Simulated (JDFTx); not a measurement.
# NaH under changes of volume

One of the cells (14.527 Å³/atom); the others are scaled copies at fixed shape and fractional positions:

```
Na H
1.0
     0.00000    2.44000    2.44000
     2.44000    0.00000    2.44000
     2.44000    2.44000    0.00000
Na H
1 1
Direct
  0.00000 0.00000 0.00000
  0.50000 0.50000 0.50000
```

```yaml
Program: JDFTx 1.7.0 (patched build)
Functional: LDA
Potentials_or_basis: PseudoDojo-SR-LDA-0.4.1-standard with smoothed tails
Cutoff: 1197 eV
Density_cutoff: 9578 eV
k_mesh: 9 × 9 × 9
Occupations: fermi-dirac, width 0.05 eV
Spin: no spin polarisation
```

```tsv
volume (Å³/atom)	energy over the lowest point (meV/atom)	pressure (GPa)	gap on the mesh (eV)
13.655	0.00	-1.4	3.78
13.946	2.92	-1.8	3.74
14.236	6.60	-2.2	3.71
14.527	10.97	-2.6	3.67
14.817	?	?	?
15.108	21.51	-3.2	3.61
15.398	27.56	-3.5	3.57
```

Task: What does the run at 14.817 Å³/atom give?

Result: Energy over the lowest point 15.96 meV/atom; pressure -2.9 GPa; gap on the mesh 3.64 eV.

Worked out: A Birch-Murnaghan fit of order 3 (a polynomial in V^(-2/3)) to the other rows has no minimum within the range. It gives 15.95 meV/atom at 14.817 Å³/atom, against the run's 15.96, and -dE/dV = -2.9 GPa, against -2.9. A straight line through the other rows of the gap, of slope -1.71 eV per unit of ln V, gives 3.64 eV, against the run's 3.64.

Energies are extrapolated to zero smearing.

Caveats: an odd mesh through Γ misses points on the zone boundary, where band edges often lie.
